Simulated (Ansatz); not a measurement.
Turn this script for Ansatz 0.2.0, Python API into the input file that the command-line program reads.

Script `hg.py`:
```python
import warnings

import ansatz as az
import numpy as np

warnings.simplefilter("ignore", az.DeckWarning)

deck = {
    "crystal": {
        "lattice": [[3.413303, 0.0, 0.0], [0.0, 5.499127, 0.0], [-1.699855, 0.0, 3.024126]],
        "atoms": [
            {"symbol": "Hg", "position": [0.65156, 0.25, 0.804228]},
            {"symbol": "Hg", "position": [0.34844, 0.75, 0.195772]},
        ],
    },
    "kpoints": {"mp_grid": {"grid": [8, 4, 8]}},
    "hamiltonian": {"xc": "lda"},
    "scf": {"occupations": {"method": "gaussian", "width": 0.1}},
    "output": {"forces": True, "stress": True, "eigenvalues": True},
}

out = az.Session.from_dict(deck).plan(threads=1).execute()
data = out.report

for key in ("converged", "n_iterations", "n_electrons", "n_kpoints", "n_pw", "n_symmetry_ops", "free_energy_ev", "fermi_energy_ev"):
    print(f"{key:18s} {data[key]}")

stress = np.array(data["stress_gpa"])
print(f"pressure {np.trace(stress) / 3:.3f} GPa")
print("stress tensor, GPa, positive in compression")
print(np.round(stress, 3) + 0.0)

edges = data.get("band_edges_ev")
if edges:
    print(f"band edges on the mesh: {edges[0]:.3f} and {edges[1]:.3f} eV, gap {edges[1] - edges[0]:.3f} eV")
else:
    print("no band edges reported (a metal, or a gap too narrow for this smearing); Fermi level", round(data["fermi_energy_ev"], 3), "eV")
```

Running `python hg.py` prints:
```text
converged          True
n_iterations       6
n_electrons        40.0
n_kpoints          102
n_pw               1105
n_symmetry_ops     4
free_energy_ev     -27044.54738327839
fermi_energy_ev    10.656892761996467
pressure -4.157 GPa
stress tensor, GPa, positive in compression
[[-4.292e+00  0.000e+00 -4.000e-03]
 [ 0.000e+00 -4.016e+00  0.000e+00]
 [-4.000e-03  0.000e+00 -4.162e+00]]
no band edges reported (a metal, or a gap too narrow for this smearing); Fermi level 10.657 eV
```

`input.yaml`:
```yaml
crystal:
  lattice:
    - [3.413303, 0.0, 0.0]
    - [0.0, 5.499127, 0.0]
    - [-1.699855, 0.0, 3.024126]
  atoms:
    - { symbol: Hg, position: [0.65156, 0.25, 0.804228] }
    - { symbol: Hg, position: [0.34844, 0.75, 0.195772] }
kpoints:
  mp_grid:
    grid: [8, 4, 8]
hamiltonian:
  xc: lda
scf:
  occupations:
    method: gaussian
    width: 0.1
output:
  forces: true
  stress: true
  eigenvalues: true
```

Reading the output:
- Absolute energies stand on the zero of these potentials, so only differences at equal settings mean something. A total without «per atom» is that of the cell as typed.
- For a metal this k-point mesh is coarse: on a finer one energies can move by several to tens of meV an atom and pressures by half a GPa or more, differences at one mesh by less.
- The zero of the levels is a convention of the potentials, so an absolute Fermi energy is no work function.
- Within a few hundredths of an angstrom the cell has the higher group Cmcm; the lower one is a small distortion.
- This isn't the structure that Hg takes at ambient conditions.
- Levels are Kohn-Sham eigenvalues on this mesh, without spin-orbit coupling.
- Timing: 4.4 s on 1 thread of Arm Neoverse V2, with other jobs on the host, peak memory 0.42 GiB.

(Lines on the test bed's own set-up are left out of the output.)
